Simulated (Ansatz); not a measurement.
AlRu: a film clamped to a substrate

Method: DFT PBE, scalar-relativistic, plane waves, PAW in Ansatz 0.2.0. Cutoff 420 eV, Γ-centred 20×20×20 k-points, Gaussian smearing of 0.15 eV. No spin polarisation. Energies are free energies at this smearing, counted from the undisturbed cell; pressure is positive in compression.

Zero of the scan (relaxed at this level; it needn't be the usual structure):

```yaml
crystal:
  lattice:
    - [3.00408, 0.00000, 0.00000]
    - [0.00000, 3.00408, 0.00000]
    - [0.00000, 0.00000, 3.00408]
  atoms:
    - { symbol: Al, position: [0.00000, 0.00000, 0.00000] }
    - { symbol: Ru, position: [0.50000, 0.50000, 0.50000] }
```

The cell (2 atoms, V0 = 27.11 Å³) is strained by p along both x and y and by q along z, fractional coordinates fixed. τp = (1/V0) ∂E/∂p = (σxx + σyy)(1 + p)(1 + q) and τq = (1/V0) ∂E/∂q = σzz(1 + p)², with tension positive.

```csv
p,q,ΔE (meV/atom),τp (GPa),τq (GPa)
0.000,0.000,0.00,0.02,0.01
-0.015,0.000,9.15,-14.76,-4.64
0.015,0.000,8.46,13.03,4.25
0.000,-0.015,3.09,-4.55,-4.97
0.000,0.015,2.90,4.33,4.48
```

**Question.** Get the second derivatives of the energy density.

**Answer.** Central differences give A = ∂τp/∂p = 926 GPa (C11 + C22 + 2 C12), C = ∂τq/∂q = 315 GPa (C33) and the cross term B = ∂τq/∂p = 296 GPa (C13 + C23); ∂τp/∂q = 296 GPa must equal B, and any difference shows higher-order terms. The ions are clamped. In a cubic crystal C11 = C = 315, C12 = B/2 = 148 GPa and A should be 2(C11 + C12) = 926 GPa; the bulk modulus is (C11 + 2 C12)/3 = 204 GPa.

**Question.** A film of this crystal grows with z along the normal on a substrate that imposes p. How does its thickness respond, and what does the misfit cost?

**Answer.** Count p and q from the stress-free cell. A free surface needs τq = 0, so q = −(B/C) p = -0.94 p. The energy density left is (A − B²/C) p²/2 = M p², with the biaxial modulus M = 324 GPa; a misfit of 1 % costs 2.74 meV/atom, against 3.92 meV/atom if the thickness were held.

In a metal these slopes depend on the k mesh and the smearing.

Coherent growth costs this film appreciably less when its thickness can adjust, 2.74 against 3.92 meV/atom at 1 % misfit. The adjustment doesn't conserve volume: with q = -0.94 p, in-plane tension still leaves the cell enlarged, so the remaining cost contains both dilation and tetragonal shear.

The nearest Al–Ru contacts run along the body diagonals, and a volume-conserving tetragonal strain leaves their lengths unchanged to first order. The clear excess of C11 over C12 therefore probably reflects the angular character of Al sp–Ru d hybridisation together with the like-atom contacts along the cube axes. Compression costs more than equal extension in both strain directions, as expected when Pauli repulsion steepens at short distances.

Clamping the ions loses nothing here, because both sites are inversion centres and remain so under these strains. The results support resistance to volume change and tetragonal distortion, but without C44 they establish neither full elastic stability nor the misfit cost for other film orientations.
